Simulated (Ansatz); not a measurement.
Zone-centre phonons of CaS at 40 GPa: input and output

Level of theory: DFT PBE, scalar-relativistic, plane waves, PAW (Ansatz).

Launched with:
```bash
ansatz run input.yaml --threads 1 --pin off --max-ram 1228MiB --backend cpu --events-out ev --progress --plain --runs-dir out
```

Input (bare energies are in eV):
```yaml
crystal:
  lattice:
    - [0.0, 2.5444332185, 2.5444332185]
    - [2.5444332185, 0.0, 2.5444332185]
    - [2.5444332185, 2.5444332185, 0.0]
  atoms:
    - { symbol: Ca, position: [0.0, 0.0, 0.0] }
    - { symbol: S, position: [0.5, 0.5, 0.5] }
basis:
  ecutwfc: 420
kpoints:
  mp_grid: { grid: [10, 10, 10] }
hamiltonian:
  xc: pbe
scf:
  occupations: { method: fixed }
output:
  eigenvalues: true
phonons:
  method: dfpt
  dielectric: true
  rigid_motions: translations
  eigenvectors: true
```

The end of the output:
```
--- Phonons (Γ-DFPT): 2 representative perturbations + reference, on 102 of 1000 k-points (Σ response iterations 6) ---
  k mesh reduced under 8 symmetry operations, with k and −k counted as one. Each operation leaves every solved perturbation unchanged. A smaller set is not considered because the run solves the response ...
  ASR residual: 9.182e-5 → 0.000e0 eV/Å²; symmetrization residual: 1.743e-6 eV/Å²
  ASR residual per site (eV/Å²): 6.80e-6 9.18e-5
  Γ frequencies (cm⁻¹): 0.00 0.00 0.00 391.28 391.28 391.28
  ε∞ (high-frequency dielectric tensor):
        6.630907    -0.000000     0.000000
       -0.000000     6.630907     0.000000
        0.000000     0.000000     6.630907
  ε⁰ (static dielectric tensor: ions relaxed, cell fixed):
        9.769129    -0.000000     0.000000
       -0.000000     9.769129     0.000000
        0.000000     0.000000     9.769129
  ε⁰ − ε∞ (ionic part):
        3.138222    -0.000000     0.000000
       -0.000000     3.138222     0.000000
        0.000000     0.000000     3.138222
  softest optical mode at Γ: 391.28 cm⁻¹; the repairs (sum rule, projections) moved no ω² at Γ by more than (0.93 cm⁻¹)²
  Born effective charges Z* (e; rows j = field, columns β = displacement):
    site 0:
         2.39374    0.00000    0.00000
        -0.00000    2.39374    0.00000
         0.00000    0.00000    2.39374
    site 1:
        -2.39374   -0.00000   -0.00000
         0.00000   -2.39374   -0.00000
        -0.00000   -0.00000   -2.39374
  Z* charge neutrality: 9.624e-4 e pre-enforcement
  solved inside a basis spanned on kpoints, on 10×10×10 k-points, its susceptibility summed on 14×14×14: ε∞ is read to err by 1.8e-2, Z* by 1.1e-2 e (field_mesh: kpoints solves on kpoints); Z* is corrected for ...
  optical modes at Γ without the LO–TO term, one row a degenerate level:
      ω (cm⁻¹) modes IR ((D/Å)²/amu)
        391.28      3            22.2655
  optical modes at Γ + LO–TO along q̂ = [1.0000, 0.0000, 0.0000]:
      ω (cm⁻¹) modes IR ((D/Å)²/amu)
        391.28      2            14.8437
        474.93      1             7.4218
  optical modes at Γ + LO–TO along q̂ = [0.0000, 1.0000, 0.0000]:
      ω (cm⁻¹) modes IR ((D/Å)²/amu)
        391.28      2            14.8437
        474.93      1             7.4218
  optical modes at Γ + LO–TO along q̂ = [0.0000, 0.0000, 1.0000]:
      ω (cm⁻¹) modes IR ((D/Å)²/amu)
        391.28      2            14.8437
        474.93      1             7.4218
```

The run took 19 s on 1 thread of Intel(R) Xeon(R) 6975P-C (Granite Rapids), on a shared host, peak memory 0.51 GiB.

Other phases may be more stable at this pressure.